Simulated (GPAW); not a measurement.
Crystal: AgCl (Chlorargyrite).

```
Ag Cl
1.0
     0.00000    2.73500    2.73500
     2.73500    0.00000    2.73500
     2.73500    2.73500    0.00000
Ag Cl
1 1
Direct
  0.00000 0.00000 0.00000
  0.50000 0.50000 0.50000
```

- Program: GPAW 26.7.0
- Task: single point
- Functional: PBE
- Potentials or basis: GPAW PAW data sets (gpaw-data 1.2.1)
- Cutoff: 600 eV
- Basis: pw
- k mesh: 8 × 8 × 8
- Occupations: fermi-dirac, width 0.05 eV
- Spin: no spin polarisation

On this cell: pressure 4.0 GPa; largest force zero by symmetry; band gap on the k mesh 0.88 eV, indirect (least direct gap 3.31 eV).

The same run follows on a disturbed copy (atoms moved at random, drawn with an rms of 0.05 Å):

```
CELL_PARAMETERS angstrom
0.00000 2.73500 2.73500
2.73500 0.00000 2.73500
2.73500 2.73500 0.00000
ATOMIC_POSITIONS crystal
Ag 0.98280 0.01129 0.99551
Cl 0.49628 0.50908 0.50356
```

Question: What does the disturbed cell give?

Answer: The energy moves by +1.8 meV/atom; pressure 4.1 GPa; largest force 0.109 eV/Å; band gap on the k mesh 0.88 eV, indirect (least direct gap 3.18 eV).

Forces in eV/Å, atoms in the order of the input:
```
Ag   0.025  0.094  0.048
Cl  -0.025 -0.094 -0.048
```

Stress tensor (GPa, compression positive):
```
 4.00 -0.02 -0.01
-0.02  4.20 -0.04
-0.01 -0.04  4.04
```

A k mesh can miss the band edges.
